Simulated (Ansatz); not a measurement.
MgO2 under changes of volume

One of the cells (10.390 Å³/atom); the others are scaled copies at fixed shape and fractional positions:

```
Mg O
1.0
     1.60476    0.92651    3.49398
    -1.60476    0.92651    3.49398
     0.00000   -1.85302    3.49398
Mg O
1 2
Cartesian
  0.0000 0.0000 0.0000
  0.0000 0.0000 5.9874
  0.0000 0.0000 4.4945
```

The cell comes from a database or a generator and needn't be the stable form of this composition.

```yaml
Program: Ansatz 0.2.0
Functional: r2SCAN
Potentials_or_basis: Ansatz PAW
Cutoff: "500 eV (not typed: the program's choice for these potentials)"
k_mesh: 10 × 10 × 10
Occupations: fermi-dirac, width 0.05 eV
Spin: no spin polarisation
```

```tsv
volume (Å³/atom)	energy over the lowest point (meV/atom)	pressure (GPa)	gap on the mesh (eV)	largest force (eV/Å)
9.766	2.11	3.3	3.35	0.088
9.974	0.00	0.0	3.21	0.021
10.182	1.84	-2.8	3.08	0.122
10.390	7.24	-5.4	2.95	0.216
10.598	?	?	?	?
10.805	27.29	-9.9	2.71	0.384
11.013	41.32	-11.7	2.60	0.459
```

**Question.** What does the run at 10.598 Å³/atom give?

**Answer.** Energy over the lowest point 15.83 meV/atom; pressure -7.8 GPa; gap on the mesh 2.83 eV; largest force 0.303 eV/Å.

Worked out: A Birch-Murnaghan fit of order 3 (a polynomial in V^(-2/3)) to the other rows has its minimum at 9.98 Å³/atom with B0 = V·E''(V) = 146 GPa and B' = 4.2 at fixed shape and positions, which overstates the stiffness. It gives 15.86 meV/atom at 10.598 Å³/atom, against the run's 15.83, and -dE/dV = -7.8 GPa, against -7.8. A straight line through the other rows of the gap, of slope -6.24 eV per unit of ln V (its deformation potential), gives 2.83 eV, against the run's 2.83.

Energies are extrapolated to zero smearing.

Caveats: the PAW data sets come from PBE, with cores solved anew for the run's functional, which leaves a small shift of forces and pressure.

A mesh can miss the band edges.
